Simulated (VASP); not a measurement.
# SiO2 (P6_322) in VASP: notebook

Runs on SiO2. Level: LDA. Tasks: equation of state, dielectric tensor.

Program: VASP 6.6.1. These are calculated values, not measurements. Logs are shortened: lines on timing, memory, paths and dates and some standing lists are left out, and cuts for length are marked.

**1. Starting point**

The structure is hexagonal, space group P6_322 (No. 182). The conventional cell has a = 5.011 Å, b = 5.011 Å, c = 8.545 Å, α = 90.00°, β = 90.00°, γ = 120.00°. Around Si (site symmetry 3) lie 4 O at 1.60 to 1.61 Å. O (site symmetry 2) is surrounded by 2 Si at 1.61 Å. O (site symmetry 32) is surrounded by 2 Si at 1.60 Å.

The cell comes from a database or a generator and needn't be the stable form of this composition.

**2. Equation of state, LDA, 14.87 Å³/atom (a relaxed cell with its volume scaled by 0.96)**

Input file INCAR:

```
PREC = Accurate ; ENCUT = 520
EDIFF = 1E-6 ; ISMEAR = 0
SIGMA = 0.02 ; LREAL = F
LASPH = T ; NELM = 100
ALGO = Normal ; ISIF = 2
LWAVE = F ; LCHARG = F
KPAR = 4
```

Input file KPOINTS:

```
regular mesh
0
Gamma
  6 6 4
```

Input file POSCAR:

```
SiO2                                    
1.0
    4.9432950743     -0.0000000000     -0.0000000000
   -2.4716475371      4.2810191128      0.0000000000
   -0.0000000000      0.0000000000      8.4299639357
  Si              O             
     4     8
Direct
     0.3333333332999970    0.6666666667000030    0.4369730215765637
     0.3333333332999970    0.6666666667000030    0.0630269784234364
     0.6666666667000030    0.3333333332999970    0.5630269784234364
     0.6666666667000030    0.3333333332999970    0.9369730215765636
     0.4107990273248884    0.9999999999999994    0.0000000000000000
     0.3333333332999970    0.6666666667000030    0.2500000000000000
     0.6666666667000030    0.3333333332999970    0.7500000000000000
     0.0000000000000002    0.5892009726751110    0.5000000000000000
     0.5892009726751117    0.5892009726751115    0.0000000000000000
     0.5892009726751115    0.0000000000000004    0.5000000000000000
     0.4107990273248882    0.4107990273248884    0.5000000000000000
     0.0000000000000000    0.4107990273248887    0.0000000000000000
```

Potentials or basis: VASP PAW LDA potentials, release 64 (Si, O).

On the command line:

```sh
$ cat potpaw_LDA.64/Si/POTCAR potpaw_LDA.64/O/POTCAR > POTCAR
$ mpirun -np 4 vasp_std > vasp.out
```

OUTCAR:

```text
PREC = Accurate
   ENCUT = 520
   EDIFF = 1E-6
   ISMEAR = 0
   LREAL = F
   LASPH = T
   NELM = 100
   ISIF = 2

 ion  position               nearest neighbor table
   1  0.333  0.667  0.437-   6 1.58   8 1.59  10 1.59  11 1.59   3 3.05   3 3.05   3 3.05
   2  0.333  0.667  0.063-   6 1.58   5 1.59  12 1.59   9 1.59   4 3.05   4 3.05   4 3.05
   3  0.667  0.333  0.563-   7 1.58  10 1.59   8 1.59  11 1.59   1 3.05   1 3.05   1 3.05
   4  0.667  0.333  0.937-   7 1.58  12 1.59   5 1.59   9 1.59   2 3.05   2 3.05   2 3.05
   5  0.411  0.000  0.000-   2 1.59   4 1.59
   6  0.333  0.667  0.250-   1 1.58   2 1.58
   7  0.667  0.333  0.750-   3 1.58   4 1.58
   8  0.000  0.589  0.500-   1 1.59   3 1.59
   9  0.589  0.589  0.000-   2 1.59   4 1.59
  10  0.589  0.000  0.500-   3 1.59   1 1.59
  11  0.411  0.411  0.500-   3 1.59   1 1.59
  12  0.000  0.411  0.000-   4 1.59   2 1.59

  LATTYP: Found a hexagonal cell.
 ALAT       =     4.9432950743
 C/A-ratio  =     1.7053329427

  Lattice vectors:

 A1 = (   4.9432950743,   0.0000000000,   0.0000000000)
 A2 = (  -2.4716475371,   4.2810191128,   0.0000000000)
 A3 = (   0.0000000000,   0.0000000000,   8.4299639357)

Analysis of symmetry for initial positions (statically):
=====================================================================
 Subroutine PRICEL returns:
 Original cell was already a primitive cell.

 Routine SETGRP: Setting up the symmetry group for a
 hexagonal supercell.

 Subroutine GETGRP returns: Found 12 space group operations
 (whereof  6 operations were pure point group operations)
 out of a pool of 24 trial point group operations.

The static configuration has the point symmetry D_3 .
 The point group associated with its full space group is D_6 .

Analysis of symmetry for dynamics (positions and initial velocities):
=====================================================================
 Subroutine PRICEL returns:
 Original cell was already a primitive cell.

 Routine SETGRP: Setting up the symmetry group for a
 hexagonal supercell.

 Subroutine GETGRP returns: Found 12 space group operations
 (whereof  6 operations were pure point group operations)
 out of a pool of 24 trial point group operations.

The dynamic configuration has the point symmetry D_3 .
 The point group associated with its full space group is D_6 .

 Subroutine INISYM returns: Found 12 space group operations
 (whereof  6 operations are pure point group operations),
 and found     1 'primitive' translations

----------------------------------------------------------------------------------------

                                     Primitive cell

  volume of cell :     178.3978

  direct lattice vectors                    reciprocal lattice vectors
     4.943295074  0.000000000  0.000000000     0.202294216  0.116794620  0.000000000
    -2.471647537  4.281019113  0.000000000     0.000000000  0.233589240  0.000000000
     0.000000000  0.000000000  8.429963936     0.000000000  0.000000000  0.118624470

  length of vectors
     4.943295074  4.943295074  8.429963936     0.233589240  0.233589240  0.118624470

  position of ions in fractional coordinates (direct lattice)
     0.333333333  0.666666667  0.436973022
     0.333333333  0.666666667  0.063026978
     0.666666667  0.333333333  0.563026978
     0.666666667  0.333333333  0.936973022
     0.410799027  0.000000000  0.000000000
     0.333333333  0.666666667  0.250000000
     0.666666667  0.333333333  0.750000000
     0.000000000  0.589200973  0.500000000
     0.589200973  0.589200973  0.000000000
     0.589200973  0.000000000  0.500000000
     0.410799027  0.410799027  0.500000000
     0.000000000  0.410799027  0.000000000

  ion indices of the primitive-cell ions
   primitive index   ion index
                 1           1
                 2           2
                 3           3
                 4           4
                 5           5
                 6           6
                 7           7
                 8           8
                 9           9
                10          10
                11          11
                12          12

----------------------------------------------------------------------------------------

 KPOINTS: regular mesh

Automatic generation of k-mesh.
 Grid dimensions read from file:
 generate k-points for:    6    6    4

 Generating k-lattice:

  Cartesian coordinates                     Fractional coordinates (reciprocal lattice)
     0.033715703  0.019465770  0.000000000     0.166666667  0.000000000  0.000000000
     0.000000000  0.038931540  0.000000000     0.000000000  0.166666667  0.000000000
     0.000000000  0.000000000  0.029656117     0.000000000  0.000000000  0.250000000

  Length of vectors
     0.038931540  0.038931540  0.029656117

  Shift w.r.t. Gamma in fractional coordinates (k-lattice)
     0.000000000  0.000000000  0.000000000

 Subroutine IBZKPT returns following result:
 ===========================================

 Found     21 irreducible k-points:

 Following reciprocal coordinates:
            Coordinates               Weight
  0.000000  0.000000  0.000000      1.000000
  0.166667 -0.000000  0.000000      6.000000
  0.333333 -0.000000  0.000000      6.000000
  0.500000 -0.000000  0.000000      3.000000
  0.166667  0.166667  0.000000      6.000000
  0.333333  0.166667  0.000000     12.000000
[... 13 lines left out ...]
  0.333333  0.166667  0.500000     12.000000
  0.333333  0.333333  0.500000      2.000000
   k-points           NKPTS =     21   k-points in BZ     NKDIM =     21   number of bands    NBANDS=     39
   number of dos      NEDOS =    301   number of ions     NIONS =     12
   total plane-waves  NPLWV = 102400
   dimension x,y,z NGX =    40 NGY =   40 NGZ =   64
   dimension x,y,z NGXF=    80 NGYF=   80 NGZF=  128
   ions per type =               4   8
   NGX,Y,Z   is equivalent  to a cutoff of  13.45, 13.45, 12.62 a.u.
   NGXF,Y,Z  is equivalent  to a cutoff of  26.90, 26.90, 25.24 a.u.
 SYSTEM =  unknown system
   PREC   = accura    normal or accurate (medium, high low for compatibility)
   ISTART =      0    job   : 0-new  1-cont  2-samecut
   ICHARG =      2    charge: 1-file 2-atom 10-const
   ISPIN  =      1    spin polarized calculation?
   LNONCOLLINEAR =      F non collinear calculations
   LSORBIT =      F    spin-orbit coupling
   LASPH  =      T    aspherical Exc in radial PAW
   ENCUT  =  520.0 eV  38.22 Ry    6.18 a.u.   9.19  9.19 15.67*2*pi/ulx,y,z
   NELM   =    100;   NELMIN=  2; NELMDL= -5     # of ELM steps
   EDIFF  = 0.1E-05   stopping-criterion for ELM
   LREAL  =      F    real-space projection
   EDIFFG = 0.1E-04   stopping-criterion for IOM
   NSW    =      0    number of steps for IOM
   IBRION =     -1    ionic relax: 0-MD 1-quasi-New 2-CG
   NFREE  =      0    steps in history (QN), initial steepest desc. (CG)
   ISIF   =      2    stress and relaxation
   ISYM   =      2    0-nonsym 1-usesym 2-fastsym
   POTIM  = 0.5000    time-step for ionic-motion
   TEBEG  =    0.0;   TEEND  =   0.0 temperature during run
   PSTRESS=    0.0 pullay stress
   NELECT =      64.0000    total number of electrons
   NUPDOWN=      -1.0000    fix difference up-down
   EMIN   =  10.00;   EMAX   =-10.00  energy-range for DOS
   EFERMI =   0.00;   METHOD = LEGACY
   ISMEAR =     0;   SIGMA  =   0.02  broadening in eV -4-tet -1-fermi 0-gaus
   EFERMI_NEDOS =   21; number of points for ismear=-14 and -15
   IALGO  =     38    algorithm
   IMIX   =      4    mixing-type and parameters
     AMIX     =   0.40;   BMIX     =  1.00
     AMIX_MAG =   1.60;   BMIX_MAG =  1.00
  volume/ion in A,a.u.               =      14.87       100.32
  Fermi-wavevector in a.u.,A,eV,Ry     =   1.163246  2.198217 18.410614  1.353142
  Thomas-Fermi vector in A             =   2.299798
   LORBIT       =      0    0 simple, 1 ext, 2 COOP (PROOUT), +10 PAW based schemes
   GGA     = CA    functional components
   LHFCALC =     F    Hartree Fock is set to
   AEXX    =    0.0000 exact exchange contribution
   IVDW    =     0    specifies the selected vdW correction
   LEPSILON=     F    determine dielectric tensor
   LRPA    =     F    only Hartree local field effects (RPA)
 non-spin polarized calculation
 Gauss-broadening in eV      SIGMA  =   0.02
  energy-cutoff  :      520.00
  volume of cell :      178.40
 maximum number of plane-waves:      4826
 NGX is ok and might be reduce to    40
   NGX = 19   NGY = 19   NGZ = 31

 number of electron      63.9999997 magnetization

 Free energy of the ion-electron system (eV)
  ---------------------------------------------------
  ext. energy  EPLUGINS =         0.00000000
  ---------------------------------------------------
  free energy    TOTEN  =      -103.51916035 eV

  energy without entropy =     -103.51916035  energy(sigma->0) =     -103.51916035

 E-fermi :  -0.2457     XC(G=0):  -8.6541

 val. band max:       -0.3311288842   @ k =   0.0000   0.0000   0.2500
 cond. band min:       5.2135503304   @ k =   0.0000   0.0000   0.0000
 fundamental gap:      5.5446792146
 Fermi energy:        -0.2457054726

 k-point     1 :       0.0000    0.0000    0.0000
  band No.  band energies     occupation
      1     -19.8328      2.00000
      2     -19.4008      2.00000
      3     -18.2888      2.00000
      4     -17.5634      2.00000
      5     -17.5423      2.00000
      6     -17.5423      2.00000
[... 31 lines left out ...]
     38       9.1426      0.00000
     39       9.8044      0.00000

 k-point     2 :       0.1667   -0.0000    0.0000
  band No.  band energies     occupation
      1     -19.7522      2.00000
      2     -19.3117      2.00000
      3     -18.3863      2.00000
      4     -17.6748      2.00000
      5     -17.5680      2.00000
      6     -17.5603      2.00000
[... 790 lines left out ...]
 k-point    21 :       0.3333    0.3333    0.5000
  band No.  band energies     occupation
      1     -19.1024      2.00000
      2     -19.1024      2.00000
      3     -18.5873      2.00000
      4     -18.5873      2.00000
      5     -17.5942      2.00000
      6     -17.5942      2.00000
[... 31 lines left out ...]
     38       8.5614      0.00000
     39       9.8937      0.00000

------------------------ aborting loop because EDIFF is reached ----------------------------------------

  FORCE on cell =-STRESS in cart. coord.  units (eV):
  Direction    XX          YY          ZZ          XY          YZ          ZX
  --------------------------------------------------------------------------------------
  -------------------------------------------------------------------------------------
  Total        8.2941244      8.2941244      8.5525022      0.0000000     -0.0000000      0.0000000
  in kB       74.4889251     74.4889251     76.8093976      0.0000000     -0.0000000      0.0000000
  external PRESSURE =      75.2624159 kB  Pullay stress =       0.0000000 kB

 VOLUME and BASIS-vectors are now :
 -----------------------------------------------------------------------------
  energy-cutoff  :      520.00
  volume of cell :      178.40
      direct lattice vectors                 reciprocal lattice vectors
     4.943295074  0.000000000  0.000000000     0.202294216  0.116794620  0.000000000
    -2.471647537  4.281019113  0.000000000     0.000000000  0.233589240  0.000000000
     0.000000000  0.000000000  8.429963936     0.000000000  0.000000000  0.118624470

 POSITION                                       TOTAL-FORCE (eV/Angst)
 -----------------------------------------------------------------------------------
     -0.00000      2.85401      3.68367         0.000000     -0.000000      0.013947
     -0.00000      2.85401      0.53132         0.000000     -0.000000     -0.013947
      2.47165      1.42701      4.74630         0.000000     -0.000000     -0.013947
      2.47165      1.42701      7.89865         0.000000     -0.000000      0.013947
      2.03070      0.00000      0.00000        -0.463496     -0.000000      0.000000
     -0.00000      2.85401      2.10749         0.000000     -0.000000      0.000000
      2.47165      1.42701      6.32247         0.000000     -0.000000      0.000000
     -1.45630      2.52238      4.21498        -0.231748      0.401399      0.000000
      1.45630      2.52238      0.00000         0.231748      0.401399      0.000000
      2.91259      0.00000      4.21498         0.463496     -0.000000      0.000000
      1.01535      1.75864      4.21498        -0.231748     -0.401399      0.000000
     -1.01535      1.75864      0.00000         0.231748     -0.401399      0.000000
 -----------------------------------------------------------------------------------
    total drift:                                0.000000     -0.000000      0.000000

  FREE ENERGIE OF THE ION-ELECTRON SYSTEM (eV)
  ---------------------------------------------------
  free  energy   TOTEN  =      -103.5191603495 eV

  energy  without entropy=     -103.5191603495  energy(sigma->0) =     -103.51916035
```

Wall time 30 s (4 MPI ranks of Intel Xeon Platinum 8488C (Sapphire Rapids), shared host); peak memory 0.29 GiB.

What came out:

* Free energy: -103.5192 eV
* Pressure: 7.5 GPa
* Largest force: 0.463 eV/Å
* Band gap on the k mesh: 5.54 eV, indirect (least direct gap 5.61 eV)

**3. Equation of state, LDA, 15.18 Å³/atom (a relaxed cell with its volume scaled by 0.98)**

INCAR is that of step 2.

KPOINTS is that of step 2.

Edit POSCAR of step 2 so:

```diff
@@ -2,5 +2,5 @@
 1.0
-    4.9432950743     -0.0000000000     -0.0000000000
-   -2.4716475371      4.2810191128      0.0000000000
-   -0.0000000000      0.0000000000      8.4299639357
+    4.9773878418     -0.0000000000     -0.0000000000
+   -2.4886939209      4.3105443155      0.0000000000
+   -0.0000000000      0.0000000000      8.4881034552
   Si              O
```

Potentials or basis: VASP PAW LDA potentials, release 64 (Si, O).

On the command line:

```sh
$ cat potpaw_LDA.64/Si/POTCAR potpaw_LDA.64/O/POTCAR > POTCAR
$ mpirun -np 4 vasp_std > vasp.out
```

It took 32 s on 4 MPI ranks of Intel Xeon Platinum 8488C (Sapphire Rapids), shared host; peak memory 0.29 GiB.

It converged, with:

```yaml
Free_energy: -103.6536 eV
Pressure: 3.7 GPa
Largest_force: 0.226 eV/Å
Band_gap_on_the_k_mesh: 5.48 eV, indirect (least direct gap 5.55 eV)
```

**4. Equation of state, LDA, 15.49 Å³/atom**

INCAR is that of step 3.

KPOINTS is that of step 3.

Edit POSCAR of step 3 so:

```diff
@@ -2,5 +2,5 @@
 1.0
-    4.9773878418     -0.0000000000     -0.0000000000
-   -2.4886939209      4.3105443155      0.0000000000
-   -0.0000000000      0.0000000000      8.4881034552
+    5.0110198610     -0.0000000000     -0.0000000000
+   -2.5055099304      4.3396704985      0.0000000000
+   -0.0000000000      0.0000000000      8.5454572454
   Si              O
```

On the command line:

```sh
$ cat potpaw_LDA.64/Si/POTCAR potpaw_LDA.64/O/POTCAR > POTCAR
$ mpirun -np 4 vasp_std > vasp.out
```

It took 32 s on 4 MPI ranks of Intel Xeon Platinum 8488C (Sapphire Rapids), shared host; peak memory 0.29 GiB.

Results (log left out):

* Free energy: -103.7038 eV
* Pressure: 0.3 GPa
* Largest force: 0.006 eV/Å
* Band gap on the k mesh: 5.41 eV, indirect (least direct gap 5.48 eV)

**5. Equation of state, LDA, 15.80 Å³/atom (a relaxed cell with its volume scaled by 1.02)**

INCAR is that of step 4.

KPOINTS is that of step 4.

Edit POSCAR of step 4 so:

```diff
@@ -2,5 +2,5 @@
 1.0
-    5.0110198610     -0.0000000000     -0.0000000000
-   -2.5055099304      4.3396704985      0.0000000000
-   -0.0000000000      0.0000000000      8.5454572454
+    5.0442063901     -0.0000000000     -0.0000000000
+   -2.5221031950      4.3684108758      0.0000000000
+   -0.0000000000      0.0000000000      8.6020513268
   Si              O
```

On the command line:

```sh
$ cat potpaw_LDA.64/Si/POTCAR potpaw_LDA.64/O/POTCAR > POTCAR
$ mpirun -np 4 vasp_std > vasp.out
```

It took 30 s on 4 MPI ranks of Intel Xeon Platinum 8488C (Sapphire Rapids), shared host; peak memory 0.3 GiB.

Results (log left out):

| Item | Value |
| --- | --- |
| Free energy | -103.6779 eV |
| Pressure | -2.8 GPa |
| Largest force | 0.196 eV/Å |
| Band gap on the k mesh | 5.33 eV, indirect (least direct gap 5.40 eV) |

**6. Equation of state, LDA, 16.11 Å³/atom (a relaxed cell with its volume scaled by 1.04)**

INCAR is that of step 5.

KPOINTS is that of step 5.

Edit POSCAR of step 5 so:

```diff
@@ -2,5 +2,5 @@
 1.0
-    5.0442063901     -0.0000000000     -0.0000000000
-   -2.5221031950      4.3684108758      0.0000000000
-   -0.0000000000      0.0000000000      8.6020513268
+    5.0769618949     -0.0000000000     -0.0000000000
+   -2.5384809474      4.3967779750      0.0000000000
+   -0.0000000000      0.0000000000      8.6579103681
   Si              O
```

Potentials or basis: VASP PAW LDA potentials, release 64 (Si, O).

On the command line:

```sh
$ cat potpaw_LDA.64/Si/POTCAR potpaw_LDA.64/O/POTCAR > POTCAR
$ mpirun -np 4 vasp_std > vasp.out
```

Wall time 30 s (4 MPI ranks of Intel Xeon Platinum 8488C (Sapphire Rapids), shared host); peak memory 0.29 GiB.

It converged, with:

```yaml
Free_energy: -103.5831 eV
Pressure: -5.7 GPa
Largest_force: 0.383 eV/Å
Band_gap_on_the_k_mesh: 5.25 eV, indirect (least direct gap 5.31 eV)
```

**7. Equation of state, LDA**

Potentials or basis: VASP PAW LDA potentials, release 64 (Si, O).

This step only gathers the single runs of the series.

Results:

- Equilibrium volume: 15.53 Å³/atom
- Bulk modulus at fixed shape and positions: 162 GPa
- Pressure derivative of the bulk modulus: 4.0 (rough: it moves with the points fitted)

Energy against volume, from the lowest point:
```tsv
volume (Å³/atom)	energy (meV/atom)
14.866	15.38
15.176	4.18
15.486	0.00
15.796	2.15
16.105	10.06
```

Caveat: the cell was scaled at fixed shape and fractional positions, which overstates the stiffness of a crystal with free parameters, most of all of layers and chains.

(Continued in part 2 of 2.)
